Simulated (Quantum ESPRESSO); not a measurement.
# AlNi3 under changes of volume

One of the cells (10.932 Å³/atom); the others are scaled copies at fixed shape and fractional positions:

```
Ni Al
1.0
     3.52305    0.00000    0.00000
     0.00000    3.52305    0.00000
     0.00000    0.00000    3.52305
Ni Al
3 1
Direct
  0.50000 0.50000 0.00000
  0.50000 0.00000 0.50000
  0.00000 0.50000 0.50000
  0.00000 0.00000 0.00000
```

The cell is a database's computed one.

| Property | Result |
| --- | --- |
| Program | Quantum ESPRESSO 7.5 |
| Functional | PBE |
| Potentials or basis | SSSP 1.3 efficiency PBE |
| Cutoff | 748 eV |
| Density cutoff | 5987 eV |
| k mesh | 8 × 8 × 8 |
| Occupations | fermi-dirac, width 0.05 eV |
| Spin | collinear spin, ferromagnetic start |
| Starting moments | [1.0, 1.0, 1.0, 0.0] μB |

| volume (Å³/atom) | energy over the lowest point (meV/atom) | pressure (GPa) | moment (μB per cell) |
| --- | --- | --- | --- |
| 10.276 | 70.20 | 22.6 | 0.61 |
| 10.495 | ? | ? | ? |
| 10.713 | 23.01 | 11.9 | 0.67 |
| 10.932 | 9.65 | 7.3 | 0.69 |
| 11.151 | 2.17 | 3.3 | 0.71 |
| 11.369 | 0.00 | -0.4 | 0.73 |
| 11.588 | 2.57 | -3.7 | 0.74 |

Question: What does the run at 10.495 Å³/atom give?

Answer: Energy over the lowest point 42.96 meV/atom; pressure 17.0 GPa; moment 0.65 μB per cell.

Worked out: A Birch-Murnaghan fit of order 3 (a polynomial in V^(-2/3)) to the other rows has its minimum at 11.36 Å³/atom with B0 = V·E''(V) = 181 GPa and B' = 4.6. It gives 42.89 meV/atom at 10.495 Å³/atom, against the run's 42.96, and -dE/dV = 17.2 GPa, against 17.0. A parabola through the other rows of the moment, of slope 0.132 μB per Å³/atom there, gives 0.64 μB, against the run's 0.65.

Energies are extrapolated to zero smearing.
